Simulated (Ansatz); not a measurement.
Here is an Ansatz 0.2.0 calculation.

Contents of input.yaml:

```yaml
crystal:
  lattice:
    - [2.6042941027, 0.0, 0.0]
    - [-1.3021470513, 2.2553848518, 0.0]
    - [0.0, 0.0, 4.723336]
  atoms:
    - { symbol: V, position: [0.33739, 0.668062, 0.248282], spin: 2.0 }
    - { symbol: V, position: [0.664085, 0.335285, 0.742318], spin: 2.0 }
hamiltonian:
  xc: pbesol
  pseudopotentials: { kind: paw }
magnetization:
  spin_polarized: true
kpoints:
  mp_grid: { grid: [12, 12, 6] }
scf:
  occupations: { method: fermi_dirac, width: 0.05 }
output:
  forces: true
  stress: true
  eigenvalues: true
```

Potentials or basis: Ansatz PAW.

Run with:

```sh
$ ansatz run input.yaml --threads 2 --pin off --max-ram 5632MiB --backend cpu --events-out ev --progress --plain --runs-dir out
```

Problem. Estimate the largest force.

Solution. 0.255 eV/Å.

Problem. What does it give for the pressure?

Solution. -7.1 GPa.

Problem. What does it give for the band gap on the k mesh?

Solution. None (metal or under the smearing width).

Stress tensor (GPa, compression positive):
```
-7.07 -0.37 -0.04
-0.37 -7.12  0.00
-0.04  0.00 -7.24
```

Caveat: the PAW data sets come from PBE, with cores solved anew for the run's functional, which leaves a small shift of forces and pressure; the starting moments weren't kept.
